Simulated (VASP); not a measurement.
A run of VASP 6.6.1 is set up as follows.

The input INCAR:

```
PREC = Accurate
ENCUT = 600
EDIFF = 1E-6
ISMEAR = 0
SIGMA = 0.01
LREAL = F
LASPH = T
NELM = 60
ALGO = Normal
ISIF = 3
LWAVE = F
LCHARG = F
GGA = PS
IBRION = 2
NSW = 80
EDIFFG = -0.001
```

Contents of KPOINTS:

```
Automatic mesh
0
Gamma
  12 12 12
```

File POSCAR:

```
BAs
1.0
    0.0000000000      2.3839378997      2.3839378997
    2.3839378997      0.0000000000      2.3839378997
    2.3839378997      2.3839378997      0.0000000000
B As
1 1
Direct
    0.0000000000      0.0000000000      0.0000000000
    0.2500000000      0.2500000000      0.2500000000
```

Potentials or basis: VASP PAW PBE potentials, release 64 (B, As).

Launch:

```sh
$ cat potpaw_PBE.64/B/POTCAR potpaw_PBE.64/As/POTCAR > POTCAR
$ mpirun -np 1 vasp_std > vasp.out
```

Problem. Predict the relaxed cell.

Solution. a = 3.378 Å, b = 3.378 Å, c = 3.378 Å, α = 60.00°, β = 60.00°, γ = 60.00°.

Problem. Estimate the relaxed volume.

Solution. 13.63 Å³/atom.

Problem. Estimate the band gap on the k mesh.

Solution. 1.08 eV, indirect (least direct gap 3.24 eV).

Problem. Estimate the space group after relaxing (to 0.05 Å).

Solution. F-43m (No. 216).

The path:
| step | energy change (eV) | largest force (eV/Å) | pressure (GPa) | volume (Å³) |
| --- | --- | --- | --- | --- |
| 1 | 0.0000 | 0.0000 | 0.87 | 27.10 |
| 2 | -0.0002 | 0.0000 | -0.63 | 27.39 |
| 3 | -0.0004 | 0.0000 | 0.01 | 27.26 |

Caveat: the PAW data sets were made with another functional, which shifts forces and pressure a little. Zero-point motion and thermal expansion aren't in these numbers.
